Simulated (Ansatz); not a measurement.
TiO2:

```
CELL_PARAMETERS angstrom
-2.97316 3.28737 3.28740
2.97316 -3.28737 3.28740
2.97316 3.28737 -3.28740
ATOMIC_POSITIONS crystal
Ti 0.00000 0.50000 0.00000
Ti 0.00000 0.00000 0.50000
Ti 0.49524 0.24524 0.25000
Ti 0.50475 0.75475 0.75000
O 0.69508 0.69523 0.50015
O 0.69508 0.19493 0.99985
O 0.80452 0.74962 0.05490
O 0.19472 0.74962 0.44510
O 0.80528 0.25038 0.55490
O 0.30492 0.80507 0.00015
O 0.19548 0.25038 0.94510
O 0.30492 0.30477 0.49985
```

The cell is a database's computed one.

Base run:

- Program: Ansatz 0.2.0
- Functional: RPBE
- Potentials or basis: Ansatz PAW
- Cutoff: 420 eV (not typed: the program's choice for these potentials)
- k mesh: 6 × 6 × 6
- Occupations: fermi-dirac, width 0.05 eV
- Spin: no spin polarisation

Its results: band gap on the k mesh 1.87 eV; pressure 3.6 GPa; largest force 0.030 eV/Å.

Q: The run is repeated on the same cell with these changes: functional from RPBE to PBE; cutoff from 420 eV (not typed: the program's choice for these potentials) to 500 eV. What comes out?

A: Band gap on the k mesh 1.84 eV; pressure -1.3 GPa; largest force 0.060 eV/Å.

PBE binds more tightly than RPBE, so the same cell stands under less pressure.

Caveats: the PAW data sets come from PBE, with cores solved anew for the run's functional, which leaves a small shift of forces and pressure (some runs).
